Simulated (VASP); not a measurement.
Input of a VASP 6.6.1 run:

File INCAR:

```
SYSTEM = Fe2O3
  PREC = Accurate
  ENCUT = 600
  EDIFF = 1E-6
  ISMEAR = 0
  SIGMA = 0.03
  LREAL = .FALSE.
  LASPH = .TRUE.
  NELM = 150
  ALGO = Normal
  ISIF = 3
  LWAVE = .FALSE.
  LCHARG = .FALSE.
  ISPIN = 2
  MAGMOM = 5 5 5 5 0 0 0 0 0 0
  LORBIT = 11
  LMAXMIX = 4
  LDAU = .TRUE.
  LDAUTYPE = 2
  LDAUL = 2 -1
  LDAUU = 4 0
  LDAUJ = 0 0
  LDAUPRINT = 1
  GGA = PE
  IBRION = 2
  NSW = 90
  EDIFFG = -0.01
  AMIX = 0.2
  BMIX = 1E-4
  AMIX_MAG = 0.8
  BMIX_MAG = 1E-4
  KPAR = 4
```

The input KPOINTS:

```
regular mesh
0
G
  9 9 7
  0 0 0
```

File POSCAR:

```
Fe2O3
1.0
    2.5190000000      1.4543453300      4.5906666700
   -2.5190000000      1.4543453300      4.5906666700
    0.0000000000     -2.9086906600      4.5906666700
Fe O
4 6
Direct
    0.3553000000      0.3553000000      0.3553000000
    0.1447000000      0.1447000000      0.1447000000
    0.6447000000      0.6447000000      0.6447000000
    0.8553000000      0.8553000000      0.8553000000
    0.5559000000      0.9441000000      0.2500000000
    0.2500000000      0.5559000000      0.9441000000
    0.9441000000      0.2500000000      0.5559000000
    0.4441000000      0.0559000000      0.7500000000
    0.7500000000      0.4441000000      0.0559000000
    0.0559000000      0.7500000000      0.4441000000
```

Potentials or basis: VASP PAW PBE potentials, release 64 (Fe, O).

Launch:

```console
$ cat potpaw_PBE.64/Fe/POTCAR potpaw_PBE.64/O/POTCAR > POTCAR
$ mpirun -np 4 vasp_std > vasp.out
```

Task: Predict the site moments.

Result: Fe +4.33; O +0.37 μB.

Task: Estimate the band gap on the k mesh.

Result: 1.10 eV, indirect (least direct gap 1.31 eV).

Task: What does it give for the relaxed cell?

Result: a = 5.489 Å, b = 5.489 Å, c = 5.489 Å, α = 55.66°, β = 55.66°, γ = 55.66°.

Task: Estimate the relaxed volume.

Result: 10.52 Å³/atom.

Eigenvalues of the final occupation matrices:
| site | spin | trace | eigenvalues |
| --- | --- | --- | --- |
| site 1 d | 1 | 5.03 | 0.98 0.98 0.98 1.04 1.04 |
| site 1 d | 2 | 0.76 | 0.07 0.07 0.08 0.28 0.28 |
| site 2 d | 1 | 5.03 | 0.98 0.98 0.98 1.04 1.04 |
| site 2 d | 2 | 0.76 | 0.07 0.07 0.08 0.28 0.28 |
| site 3 d | 1 | 5.03 | 0.98 0.98 0.98 1.04 1.04 |
| site 3 d | 2 | 0.76 | 0.07 0.07 0.08 0.28 0.28 |
| site 4 d | 1 | 5.03 | 0.98 0.98 0.98 1.04 1.04 |
| site 4 d | 2 | 0.76 | 0.07 0.07 0.08 0.28 0.28 |

Caveat: an odd mesh through Γ misses points on the zone boundary, where band edges often lie; only a ferromagnetic start was run, and an antiferromagnetic order may lie lower in energy.
